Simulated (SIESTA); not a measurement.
The system is PbSe (Clausthalite).

```
Pb Se
1.0
     0.00000    3.06065    3.06065
     3.06065    0.00000    3.06065
     3.06065    3.06065    0.00000
Pb Se
1 1
Direct
  0.00000 0.00000 0.00000
  0.50000 0.50000 0.50000
```

Base run:

| Item | Value |
| --- | --- |
| Program | SIESTA 5.4.2 |
| Functional | PBE |
| Potentials or basis | PseudoDojo 0.4 standard (PBE files) |
| Basis | DZ (energy shift 0.003 Ry; two zetas on semicore shells) |
| Grid cutoff | 500 Ry |
| Energy shift | 0.003 Ry |
| k mesh | 8 × 8 × 8 |
| Occupations | fermi-dirac, width 0.05 eV |
| Spin | no spin polarisation |

Its results: band gap on the k mesh 0.49 eV, direct; pressure 3.4 GPa.

Problem. After a change of settings the same cell gave: band gap on the k mesh 0.62 eV, direct; pressure 4.7 GPa. Which change was it?
A. basis from DZ (energy shift 0.003 Ry; two zetas on semicore shells) to SZP (energy shift 0.003 Ry)
B. basis from DZ (energy shift 0.003 Ry; two zetas on semicore shells) to DZP (energy shift 0.003 Ry; two zetas on semicore shells)
C. basis from DZ (energy shift 0.003 Ry; two zetas on semicore shells) to TZDP (energy shift 0.003 Ry; two zetas on semicore shells)
D. basis from DZ (energy shift 0.003 Ry; two zetas on semicore shells) to SZ (energy shift 0.003 Ry)

Solution. A.

Caveats: spin-orbit coupling is left out, which as a rule narrows the gap of such compounds by several tenths of an eV; the basis of atomic orbitals isn't converged, which shifts pressures, moduli and gaps; the basis has no polarisation orbitals (some runs).
